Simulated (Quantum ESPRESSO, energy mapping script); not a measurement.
# NiO: exchange couplings from total energies, part 3 of 3

Aim: the exchange couplings of NiO from the energies of a few collinear orders, and the ordering temperature that they give.

PBE with U = 6 eV on Ni d, ortho-atomic projectors; plane waves, U on orthogonalised atomic orbitals unless named otherwise, collinear spin, no spin–orbit coupling.

So far. Step 9 (Order 7: parallel, cell D of 6 atoms): The run ends ferromagnetic. For each magnetic atom its energy differs from the parallel run of the first cell by -0.06 meV, an error that one common reference would have brought in. Step 10 (Run 8 (uncompensated ++−; cell D, 6 atoms)): The run ends ferrimagnetic, 20.96 meV a magnetic atom below the parallel order of its cell.

### 11. Parallel start in cell E (6 atoms)

Level of this step: PBE with U = 6 eV on Ni d, ortho-atomic projectors, GBRV potentials (Quantum ESPRESSO).

The parallel order again, as the reference for this cell.

This run holds the same structure in another cell (b 2.950 → 4.172 Å, c 6.596 → 5.109 Å, α 102.9 → 114.1°, β 102.9 → 106.8°).

File pw.in:

```
&control
  calculation = 'scf'
  prefix = 'pw'
  outdir = './tmp/'
  pseudo_dir = './pseudo/'
  verbosity = 'low'
/
&system
  ibrav = 0
  nat = 6
  ntyp = 2
  ecutwfc = 45
  ecutrho = 360
  nbnd = 55
  occupations = 'smearing'
  smearing = 'fd'
  degauss = 0.00367493
  nspin = 2
  starting_magnetization(1) = 0.1111
/
&electrons
  conv_thr = 1.5e-08
  electron_maxstep = 120
  mixing_beta = 0.3
  mixing_mode = 'plain'
/
ATOMIC_SPECIES
  Ni 58.6934 Ni.upf
  O 15.9990 O.upf
CELL_PARAMETERS angstrom
  0.00000000 -2.08590164 -2.08590164
  -4.17180328 0.00000000 0.00000000
  2.08590164 4.17180328 -2.08590164
ATOMIC_POSITIONS crystal
  Ni 0.66666667 0.66666667 0.33333333
  Ni 0.33333333 0.33333333 0.66666667
  Ni 0.00000000 0.00000000 0.00000000
  O 0.66666667 0.16666667 0.33333333
  O 0.33333333 0.83333333 0.66666667
  O 0.00000000 0.50000000 0.00000000
K_POINTS automatic
  8 8 8 0 0 0
HUBBARD {ortho-atomic}
U Ni-3d 6
```

Started as:

```
$ OMP_NUM_THREADS=1 mpirun -n 4 pw.x -nk 4 -in pw.in > pw.out
```

The program printed:

```text
[banner, memory and clock lines left out]
Program PWSCF v.7.5 starts
[...]
unit-cell volume          =     367.4763 (a.u.)^3
     number of atoms/cell      =            6
[...]
number of electrons       =        72.00
     number of Kohn-Sham states=           55
     kinetic-energy cutoff     =      45.0000  Ry
     charge density cutoff     =     360.0000  Ry
[...]
The total energy is F=E-TS. E is the sum of the following terms:
     one-electron contribution =    -647.68147019 Ry
     hartree contribution      =     367.81833653 Ry
     xc contribution           =    -128.90724170 Ry
     ewald contribution        =    -717.66992300 Ry
     Hubbard energy            =       0.18219484 Ry
     total magnetization       =     6.00 Bohr mag/cell
     absolute magnetization    =     6.04 Bohr mag/cell
     convergence has been achieved in  13 iterations
[key lines of the parts left out:]
!    total energy              =   -1126.25810351 Ry
the Fermi energy is    14.7307 ev
```

Wall time 1.8 min (4 MPI ranks of Arm Neoverse V2, shared host); peak memory 0.8 GiB; 7.3 min of CPU time.

The run ends ferromagnetic. For each magnetic atom its energy differs from the parallel run of the first cell by -0.15 meV, an error that one common reference would have brought in.

### 12. Run 10 (uncompensated ++−; cell E, 6 atoms)

This order reverses 6.67 of the 12 neighbours at 2.95 Å, 2.67 of the 6 neighbours at 4.17 Å and 8 of the 24 neighbours at 5.11 Å, counted for an average magnetic atom.

pw.in, as its differences from that of step 11:

```diff
@@ -10,6 +10,6 @@
   nat = 6
-  ntyp = 2
+  ntyp = 3
   ecutwfc = 45
   ecutrho = 360
-  nbnd = 55
+  nbnd = 53
   occupations = 'smearing'
@@ -19,2 +19,3 @@
   starting_magnetization(1) = 0.1111
+  starting_magnetization(2) = -0.1111
 /
@@ -27,3 +28,4 @@
 ATOMIC_SPECIES
-  Ni 58.6934 Ni.upf
+  Ni1 58.6934 Ni.upf
+  Ni2 58.6934 Ni.upf
   O 15.9990 O.upf
@@ -34,5 +36,5 @@
 ATOMIC_POSITIONS crystal
-  Ni 0.66666667 0.66666667 0.33333333
-  Ni 0.33333333 0.33333333 0.66666667
-  Ni 0.00000000 0.00000000 0.00000000
+  Ni1 0.66666667 0.66666667 0.33333333
+  Ni1 0.33333333 0.33333333 0.66666667
+  Ni2 0.00000000 0.00000000 0.00000000
   O 0.66666667 0.16666667 0.33333333
@@ -43,2 +45,3 @@
 HUBBARD {ortho-atomic}
-U Ni-3d 6
+U Ni1-3d 6
+U Ni2-3d 6
```

The program printed:

```text
[banner, memory and clock lines left out]
Program PWSCF v.7.5 starts
[...]
unit-cell volume          =     367.4763 (a.u.)^3
     number of atoms/cell      =            6
[...]
number of electrons       =        72.00
     number of Kohn-Sham states=           53
     kinetic-energy cutoff     =      45.0000  Ry
     charge density cutoff     =     360.0000  Ry
[...]
The total energy is F=E-TS. E is the sum of the following terms:
     one-electron contribution =    -647.82244703 Ry
     hartree contribution      =     367.92574111 Ry
     xc contribution           =    -128.89463687 Ry
     ewald contribution        =    -717.66992300 Ry
     Hubbard energy            =       0.19302446 Ry
     total magnetization       =     2.00 Bohr mag/cell
     absolute magnetization    =     5.61 Bohr mag/cell
     convergence has been achieved in  16 iterations
[key lines of the parts left out:]
!    total energy              =   -1126.26824134 Ry
the Fermi energy is    14.6637 ev
```

Wall time 2.1 min (4 MPI ranks); peak memory 0.8 GiB.

The run ends ferrimagnetic, 45.98 meV a magnetic atom below the parallel order of its cell.

### 13. The fit

Each energy difference is a sum of couplings weighted by the pairs that the order reverses. A few near shells are fitted to the differences by least squares. Energies are those extrapolated to zero occupation width, not the free energies F.

The orders that converged (zero: parallel moments in the same cell):

| order | atoms | energy (meV a magnetic atom) | moments (μB) | moments kept as typed | opposed neighbours at 2.95, 4.17, 5.11 Å |
| --- | --- | --- | --- | --- | --- |
| parallel in cell A | 4 | 0.00 | 1.73 | yes | 0, 0, 0 |
| compensated +− in cell A | 4 | 10.67 | 1.74 | yes | 8, 0, 16 |
| parallel in cell B | 4 | 0.00 | 1.73 | yes | 0, 0, 0 |
| compensated +− in cell B | 4 | -104.49 | 1.67 | yes | 6, 6, 12 |
| parallel in cell C | 6 | 0.00 | 1.73 | yes | 0, 0, 0 |
| uncompensated ++− in cell C | 6 | -72.73 | 1.67 to 1.70 | yes | 4, 4, 12 |
| parallel in cell D | 6 | 0.00 | 1.73 | yes | 0, 0, 0 |
| uncompensated ++− in cell D | 6 | -20.96 | 1.71 to 1.72 | yes | 5.33, 1.33, 16 |
| parallel in cell E | 6 | 0.00 | 1.73 | yes | 0, 0, 0 |
| uncompensated ++− in cell E | 6 | -45.98 | 1.69 to 1.71 | yes | 6.67, 2.67, 8 |

Fitted to E = −Σ J e·e over ordered pairs of unit vectors (J > 0 favours parallel moments):

| pair | distance (Å) | neighbours | J (meV) |
| --- | --- | --- | --- |
| Ni–Ni | 2.95 | 12 | 0.625 |
| Ni–Ni | 4.17 | 6 | -9.40 |
| Ni–Ni | 5.11 | 24 | 0.0256 |
| Ni–Ni | 5.90 | 12 | -0.344 |

These orders cannot tell some unfitted shells from fitted ones: the value at 2.95 Å holds J(2.95) + 4 J(7.80) + J(8.85), the value at 5.11 Å holds J(5.11) + J(8.85) and the value at 5.90 Å holds J(5.90) − J(8.85); other unfitted shells add to the values wholly or in part.

Adding the shell at 6.60 Å gives 0.67, -9.4, 0.032, -0.35 and -0.032 meV and a mean-field temperature of 402 K, an exact solve that tests nothing.

In mean field these couplings order at 404 K, at q = (0.50, 0.50, 0.50) in fractions of the conventional cell's reciprocal vectors, and give a Curie–Weiss temperature of -405 K.

### 14. Finite temperature

Mean field ignores fluctuations and overstates the ordering temperature, so the model is also sampled. The heat capacity peaks where order sets in.

Classical unit spins with these couplings on 8×8×4 copies of a cell that holds the lowest order (512 spins), heat-bath sweeps, cooled from random directions, 831 sweeps to settle and 2493 measured at each temperature, averaged over 4 runs.

| T (K) | order along the lowest pattern | net moment | heat capacity (k_B a spin) |
| --- | --- | --- | --- |
| 48.5 | 0.38 | 0.01 | 1.00 |
| 83.0 | 0.39 | 0.01 | 1.03 |
| 135 | 0.40 | 0.01 | 1.16 |
| 169 | 0.34 | 0.02 | 1.29 |
| 204 | 0.36 | 0.02 | 1.37 |
| 255 | 0.27 | 0.02 | 1.88 |
| 273 | 0.25 | 0.02 | 1.88 |
| 290 | 0.21 | 0.02 | 1.79 |
| 324 | 0.15 | 0.03 | 1.12 |
| 359 | 0.12 | 0.03 | 0.62 |
| 410 | 0.09 | 0.03 | 0.39 |
| 445 | 0.08 | 0.03 | 0.28 |

The smoothed heat capacity peaks at 267 K. The order column follows one pattern alone; equivalent domains or another pattern share the rest.

### 15. What came out

```json
{
  "lowest order tried": "compensated +− in cell B",
  "largest fitted value (a combination of shells), Ni–Ni at 4.17 Å": "-9.40 meV",
  "ordering temperature, mean field": "404 K",
  "heat-capacity peak, Monte Carlo": "267 K"
}
```

In words: Of the orders tried, NiO prefers the order “compensated +− in cell B” under PBE+U (6 eV), QE, GBRV, with 6 of 12 neighbours at 2.95 Å, 6 of 6 neighbours at 4.17 Å and 12 of 24 neighbours at 5.11 Å opposed, and the heat capacity of the fitted model peaks near 267 K (Monte Carlo, classical spins). The largest fitted coupling is the Ni–Ni pair at 4.17 Å, antiferromagnetic at -9.4 meV, across a ligand at about 180°. The straight metal–ligand–metal path outweighs the right-angled one, the pattern expected of superexchange through one ligand p orbital, which these runs do not test. The orders also reverse pairs at 6.60 Å, which are not fitted, so the fitted values hold their part too. With 5 differences for 4 couplings the fit misses by 0.39 meV at most, a small part of the spread. In the fitted orders moments change by up to 3.4 % against the parallel run of the same cell, so their size stays put. Monte Carlo puts the peak at 0.66 of the mean-field temperature, since mean field leaves out fluctuations. In tests on simple cubic and body-centred models such peaks lay 5 to 6 % under the bulk value. On cooling, the order along the one computed pattern stays at or under 0.42: the model settles in an equivalent domain, a degenerate mixture or another order. The parallel order holds 2 μB a magnetic atom, spin 1; the common factor (S+1)/S would raise the classical 267 K to 534 K, a correction that often overshoots. The classical value and the one scaled by (S+1)/S differ by a factor of 2, so closeness of either to the measured temperature is partly a matter of convention.

40 further runs of the session are left out of this account and of its counts and ranges: runs hit by known faults of a program or its files, repeats, responses too ill-conditioned to give a U, cells squeezed past sense, harmless faults, or fits whose shells could not be counted again from the structure.

Computed beside measured:

| quantity | measured | PBE+U (6 eV), QE, GBRV, Monte Carlo | PBE+U (6 eV), QE, GBRV, Monte Carlo × (S+1)/S |
| --- | --- | --- | --- |
| ordering temperature (spin model) (K) | 524 | 267 (-49.0 %) | 534 (+1.9 %) |

Measured values from arxiv:cond-mat/0609101 (2006).

How well it matches: For the ordering temperature, of the levels listed nearest comes PBE+U (6 eV), QE, GBRV, Monte Carlo × (S+1)/S (+1.9 %, good agreement) and farthest PBE+U (6 eV), QE, GBRV, Monte Carlo (-49.0 %, a clear miss). A U picked for its result is no test. No cell relaxation is part of this session.

[Logs and program files are shortened in this print: banners, set-up blocks, solver, clock and traceback lines can be left out without a mark of their own.]

[Logs are printed without paths, hosts, clocks, repeated set-up lines and the standing remarks that a program may print on its own settings, such as how far it seeks lower states.]

[Hosts, paths, dates, database ids (printed as entryN), source tags and the programs' standing remarks are cut or masked in the printed files.]

[Where a cell is said to come from a database of computed structures, the database is the Materials Project.]
